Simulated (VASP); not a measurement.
The system is Sn.

```
CELL_PARAMETERS angstrom
-1.72654 1.77555 2.33834
1.72654 -1.77555 2.33834
1.72654 1.77555 -2.33834
ATOMIC_POSITIONS crystal
Sn 0.00000 0.00000 0.00000
```

This isn't the form of Sn at room conditions, which is tetragonal (white tin).

```yaml
Program: VASP 6.6.1
Task: relaxation of cell and atoms
Functional: PBEsol
Potentials_or_basis: VASP PAW PBE potentials, release 64 (Sn)
Cutoff: 580 eV
k_mesh: 16 × 16 × 16
Occupations: gaussian, width 0.1 eV
Spin: no spin polarisation
```

At the start: pressure -3.7 GPa; volume 28.67 Å³/atom.

Problem. How do energy, volume and symmetry change on relaxing?

Solution. Over 22 steps the energy falls by 30.5 meV/atom and the volume is 26.38 Å³/atom (-8.0 %); space group I4/mmm (No. 139, to 0.05 Å).

Step by step:
| step | energy change (eV) | largest force (eV/Å) | pressure (GPa) | volume (Å³) |
| --- | --- | --- | --- | --- |
| 1 | 0.0000 | 0.0000 | -3.65 | 28.67 |
| 2 | -0.0263 | 0.0000 | 0.92 | 26.05 |
| 3 | -0.0274 | 0.0000 | 0.03 | 26.45 |
| 4 | -0.0277 | 0.0000 | 0.03 | 26.45 |
| 5 | -0.0282 | 0.0000 | 0.05 | 26.44 |
| 6 | -0.0282 | 0.0000 | 0.06 | 26.44 |
| 7 | -0.0282 | 0.0000 | -0.07 | 26.49 |
| 8 | -0.0282 | 0.0000 | -0.10 | 26.51 |
| 9 | -0.0283 | 0.0000 | -0.10 | 26.51 |
| 10 | -0.0283 | 0.0000 | -0.12 | 26.52 |
| 11 | -0.0285 | 0.0000 | -0.16 | 26.53 |
| 12 | -0.0287 | 0.0000 | -0.23 | 26.55 |
| 13 | -0.0298 | 0.0000 | -0.35 | 26.59 |
| 14 | -0.0297 | 0.0000 | -0.57 | 26.62 |
| 15 | -0.0302 | 0.0000 | -0.42 | 26.61 |
| 16 | -0.0302 | 0.0000 | -0.40 | 26.60 |
| 17 | -0.0303 | 0.0000 | -0.35 | 26.57 |
| 18 | -0.0303 | 0.0000 | -0.26 | 26.50 |
| 19 | -0.0304 | 0.0000 | -0.22 | 26.48 |
| 20 | -0.0304 | 0.0000 | -0.13 | 26.44 |
| 21 | -0.0305 | 0.0000 | 0.06 | 26.37 |
| 22 | -0.0305 | 0.0000 | 0.01 | 26.38 |

Final structure:
```xyz
1
Lattice="-1.7539 1.7548 2.1432 1.7539 -1.7548 2.1432 1.7539 1.7548 -2.1432" Properties=species:S:1:pos:R:3 pbc="T T T"
Sn    0.0000    0.0000    0.0000
```

Caveat: the PAW data sets were made with another functional, which shifts forces and pressure a little.
